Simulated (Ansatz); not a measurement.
# A trial form of Al7N

These are results of DFT PBE, scalar-relativistic, plane waves, PAW in Ansatz, not measurements. Cutoff 420 eV, Gaussian smearing, Γ-centred meshes. Cell and atoms relax first on a coarse mesh, the cell is then made exact in the group found at 0.06 to 0.08 Å, and last on a converged mesh; the steps can't lower the symmetry of their start. No spin polarisation.

The guess for Al7N was proposed by analogy with related compounds (R-3, No. 148). Its size is a guess.

```cif
data_structure
_symmetry_space_group_name_H-M 'P 1'
_symmetry_Int_Tables_number 1
_cell_length_a 4.9188
_cell_length_b 4.9188
_cell_length_c 4.9188
_cell_angle_alpha 99.350
_cell_angle_beta 99.350
_cell_angle_gamma 99.350
_cell_volume 113.67
loop_
_atom_site_label
_atom_site_type_symbol
_atom_site_fract_x
_atom_site_fract_y
_atom_site_fract_z
_atom_site_occupancy
Al1 Al 0.07140 0.64290 0.78570 1
Al2 Al 0.64290 0.78570 0.07140 1
Al3 Al 0.21430 0.92860 0.35710 1
Al4 Al 0.35710 0.21430 0.92860 1
Al5 Al 0.78570 0.07140 0.64290 1
Al6 Al 0.92860 0.35710 0.21430 1
Al7 Al 0.50000 0.50000 0.50000 1
N1 N 0.00000 0.00000 0.00000 1
```

Energies over the elements count from the elements' standard structures at the same level (N₂ as a molecule), with no fitted energy shifts.

**Question.** What does it relax into?

**Answer.** The symmetry stays R-3 (No. 148). The volume per atom grows by 5.0 %, from 14.2 to 14.9 Å³. The shortest distance goes from 2.01 Å (Al–N) to 2.08 Å (Al–N). Conventional cell: a = 7.584 Å, c = 7.191 Å. Around Al on a site of symmetry 1 lie 1 N at 2.08 Å and 12 Al at 2.84–2.98 Å; Al on a site of symmetry -3 has 12 Al at 2.86–2.89 Å; N has 6 Al at 2.08 Å.

```cif
data_structure
_symmetry_space_group_name_H-M 'R-3:H'
_symmetry_Int_Tables_number 148
_cell_length_a 7.5841
_cell_length_b 7.5841
_cell_length_c 7.1911
_cell_angle_alpha 90.000
_cell_angle_beta 90.000
_cell_angle_gamma 120.000
_cell_volume 358.21
loop_
_atom_site_label
_atom_site_type_symbol
_atom_site_symmetry_multiplicity
_atom_site_Wyckoff_symbol
_atom_site_fract_x
_atom_site_fract_y
_atom_site_fract_z
_atom_site_occupancy
Al1 Al 18 f 0.57278 0.71277 0.49510 1
Al2 Al 3 b 0.00000 0.00000 0.50000 1
N1 N 3 a 0.00000 0.00000 0.00000 1
```

**Question.** How does it come out in energy, and is it a metal?

**Answer.** The formation energy is −0.03 eV/atom and the gap on the 6×6×6 mesh of the 8-atom cell is 0 eV (a metal).

The formation energy is too near zero to say whether this cell lies below the elements.

The last run used Gaussian smearing of 0.10 eV. For metals, differences of a few meV/atom aren't resolved. Symmetry constrained the relaxation, so the result can be a saddle point. Another cell of the same search, in R3m, lies 178 meV/atom lower, so this cell isn't the stable form at this level.
